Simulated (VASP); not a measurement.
InPd:

```xyz
2
Lattice="0.0000 2.7461 2.7461 2.7461 0.0000 2.7461 2.7461 2.7461 0.0000" Properties=species:S:1:pos:R:3 pbc="T T T"
In    0.0000    0.0000    0.0000
Pd    2.7461    2.7461    2.7461
```

The cell was built by a generator and needn't be a form met in nature.

* Program: VASP 6.6.1
* Task: relaxation of cell and atoms
* Functional: vdW-DF-cx
* Potentials or basis: VASP PAW PBE potentials, release 64 (In_d, Pd)
* Cutoff: 600 eV
* k mesh: 8 × 8 × 8
* Occupations: fermi-dirac, width 0.05 eV
* Spin: no spin polarisation

At the start: pressure -4.2 GPa; volume 20.71 Å³/atom.

Q: How do energy, volume and symmetry change on relaxing?

A: Over 6 steps the energy falls by 13.1 meV/atom and the volume is 19.76 Å³/atom (-4.6 %); space group Fm-3m (No. 225, to 0.05 Å).

The path:
```csv
step,energy change (eV),largest force (eV/Å),pressure (GPa),volume (Å³)
1,0.0000,0.0000,-4.22,41.42
2,-0.0120,0.0000,3.64,38.23
3,-0.0262,0.0000,-0.04,39.53
4,-0.0262,0.0000,0.08,39.49
5,-0.0262,0.0000,-0.05,39.54
6,-0.0262,0.0000,0.01,39.52
```

Final structure:
```
CELL_PARAMETERS angstrom
0.00000 2.70343 2.70343
2.70343 0.00000 2.70343
2.70343 2.70343 0.00000
ATOMIC_POSITIONS crystal
In 0.00000 0.00000 0.00000
Pd 0.50000 0.50000 0.50000
```

Caveat: the PAW data sets were made with another functional, which shifts forces and pressure a little.
